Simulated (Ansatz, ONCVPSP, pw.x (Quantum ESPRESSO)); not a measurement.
# What a changed setting does to a pw.x run (bcc O)

Potential: optimised norm-conserving Vanderbilt (ONCV), ONCVPSP 4.0.1.1 (patched build), PBE; core [He], reference 2s2 2p3.5; waves: 2s: rc 0.75 bohr, ncon 4, nbas 7, qcut 10.4 1/bohr, 2 projectors, debl 2.4 Ha; 2p: rc 1.80 bohr, ncon 3, nbas 6, qcut 8.5 1/bohr, 2 projectors, debl 2 Ha; d scattering state at 0.03 Ha: rc 1.85 bohr, ncon 4, nbas 8, qcut 5.7 1/bohr, 2 projectors, debl 1.6 Ha; local part: polynomial inside 0.50 bohr (lpopt 5, dvloc0 4 Ha); core correction: Teter function, fcfact 5.75, rcfact 1.65.

The reference run (k-mesh 18³, cutoffs 130/520 Ry, Fermi–Dirac 0.01 Ry, mixing_beta 0.4, conv_thr 1e-9, no spin) gives 0.53 GPa at 7.756 Å³/atom, where all-electron LAPW gives 1.16 GPa. This run, with its own iteration cap, changes startingwfc to random.

```
&control
  calculation='scf', prefix='x', pseudo_dir='./', outdir='./tmp', tstress=.true., disk_io='none'
/
&system
  ibrav=0, nat=1, ntyp=1, ecutwfc=130, ecutrho=520, nbnd=10,
  occupations='smearing', smearing='fd', degauss=0.01
/
&electrons
  conv_thr=1e-09, mixing_beta=0.4, electron_maxstep=50, startingwfc='random'
/
ATOMIC_SPECIES
O 1.0 O.UPF
CELL_PARAMETERS angstrom
  -1.24697937 1.24697937 1.24697937
  1.24697937 -1.24697937 1.24697937
  1.24697937 1.24697937 -1.24697937
ATOMIC_POSITIONS crystal
O 0.0000 0.0000 0.0000
K_POINTS automatic
18 18 18 0 0 0
```

```bash
pw.x < O.scf.in > O.scf.out
```

Question: How does the run end?

Answer: It converges in 7 iterations; the free energy moves by +0.0 meV/atom and the pressure by +0.00 GPa. The result is that of the reference run.

```
Message from routine setup:
     using ibrav=0 with symmetry is DISCOURAGED, use correct ibrav instead
     lattice parameter (alat)  =       4.0815  a.u.
     unit-cell volume          =      52.3401 (a.u.)^3
     number of electrons       =         6.00
     number of Kohn-Sham states=           10
     kinetic-energy cutoff     =     130.0000  Ry
     charge density cutoff     =     520.0000  Ry
     scf convergence threshold =      1.0E-09
     Exchange-correlation= PBE
     number of k points=   195  Fermi-Dirac smearing, width (Ry)=  0.0100
     iteration #  1     ecut=   130.00 Ry     beta= 0.40
     total energy              =     -33.20026755 Ry
     estimated scf accuracy    <       0.06842698 Ry
     iteration #  2     ecut=   130.00 Ry     beta= 0.40
     total energy              =     -33.20247284 Ry
     estimated scf accuracy    <       0.00783639 Ry
     iteration #  3     ecut=   130.00 Ry     beta= 0.40
     total energy              =     -33.20401443 Ry
     estimated scf accuracy    <       0.00003122 Ry
     iteration #  4     ecut=   130.00 Ry     beta= 0.40
     total energy              =     -33.20409625 Ry
     estimated scf accuracy    <       0.00000296 Ry
     iteration #  5     ecut=   130.00 Ry     beta= 0.40
     total energy              =     -33.20409730 Ry
     estimated scf accuracy    <          5.0E-09 Ry
     iteration #  6     ecut=   130.00 Ry     beta= 0.40
     total energy              =     -33.20409734 Ry
     estimated scf accuracy    <          1.5E-09 Ry
     iteration #  7     ecut=   130.00 Ry     beta= 0.40
     the Fermi energy is     5.4848 ev
!    total energy              =     -33.20409734 Ry
     estimated scf accuracy    <          3.0E-11 Ry
     smearing contrib. (-TS)   =      -0.00414526 Ry
     The total energy is F=E-TS. E is the sum of the following terms:
     one-electron contribution =      -1.10907254 Ry
     hartree contribution      =       4.49425690 Ry
     xc contribution           =      -8.78644935 Ry
     ewald contribution        =     -27.79868709 Ry
     convergence has been achieved in   7 iterations
          total   stress  (Ry/bohr**3)                   (kbar)     P=        5.25
     Message from routine punch:
     Nothing written, as per user request (disk_io='none')
```

The run took about 53 s on one core of a shared host (Neoverse-N1, 64 threads, 124 GiB, load 59).
